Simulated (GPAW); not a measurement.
Here is a GPAW 26.7.0 calculation.

Contents of run.py:

```python
from ase.eos import EquationOfState
from ase.io import Trajectory, read
from ase.units import GPa
from gpaw import GPAW, PW

atoms = read('POSCAR')

traj = Trajectory('eos.traj', 'w')
volumes, energies = [], []
for x in [0.94, 0.96, 0.98, 1.0, 1.02, 1.04, 1.06]:
    a = atoms.copy()
    a.set_cell(atoms.cell * x**(1 / 3), scale_atoms=True)
    calc = GPAW(mode=PW(600),
                xc='PBE',
                kpts={'size': (11, 11, 11), 'gamma': True},
                occupations={'name': 'fermi-dirac', 'width': 0.05},
                nbands=7,
                convergence={'density': 1e-05, 'energy': 1e-05},
                maxiter=150,
                txt=f'eos-{x:.2f}.txt')
    a.calc = calc
    energies.append(a.get_potential_energy(force_consistent=True))
    volumes.append(a.get_volume())
    p = -a.get_stress()[:3].mean() / GPa
    calc.write(f'eos-{x:.2f}.gpw')
    traj.write(a)
    print(f'{x:.2f} {volumes[-1]:10.4f} A^3 {energies[-1]:14.6f} eV {p:9.3f} GPa', flush=True)

v0, e0, B = EquationOfState(volumes, energies, eos='birchmurnaghan').fit()
print(f'V0 = {v0:.4f} A^3, E0 = {e0:.6f} eV, B0 = {B / GPa:.2f} GPa')
```

The input POSCAR:

```
Al
1.0
    0.0000000000      2.0248050000      2.0248050000
    2.0248050000      0.0000000000      2.0248050000
    2.0248050000      2.0248050000      0.0000000000
Al
1
Direct
    0.0000000000      0.0000000000      0.0000000000
```

Potentials or basis: GPAW PAW data sets (gpaw-data 1.2.1), pw.

Launch:

```console
$ OMP_NUM_THREADS=1 python run.py
```

Task: Estimate the pressure derivative of the bulk modulus.

Result: 4.5.

Task: Predict the bulk modulus.

Result: 79 GPa.

Task: What does it give for the equilibrium volume?

Result: 16.54 Å³/atom.

Energy against volume, from the lowest point:
```csv
volume (Å³/atom),energy (meV/atom)
15.607,14.45
15.939,5.74
16.271,1.07
16.603,0.00
16.935,2.17
17.267,7.25
17.599,14.90
```

**Experimental background.**

“The interpretation of polycrystalline coherent inelastic neutron scattering from aluminium”, 2013, pmc:3831299 quotes, for a bulk crystal of Al: bulk modulus 76.9 GPa.

A measured bulk modulus of Al is 76.9 GPa (quoted in “The interpretation of polycrystalline coherent inelastic neutron scattering from aluminium”, 2013, pmc:3831299); the calculated 79 GPa misses it by +3.1 %. The fit is for a static lattice scaled at fixed shape and fixed fractional positions. The cell as given is a measured one (16.60 Å³/atom); PBE puts the equilibrium volume -0.4 % from it, thermal expansion not counted.
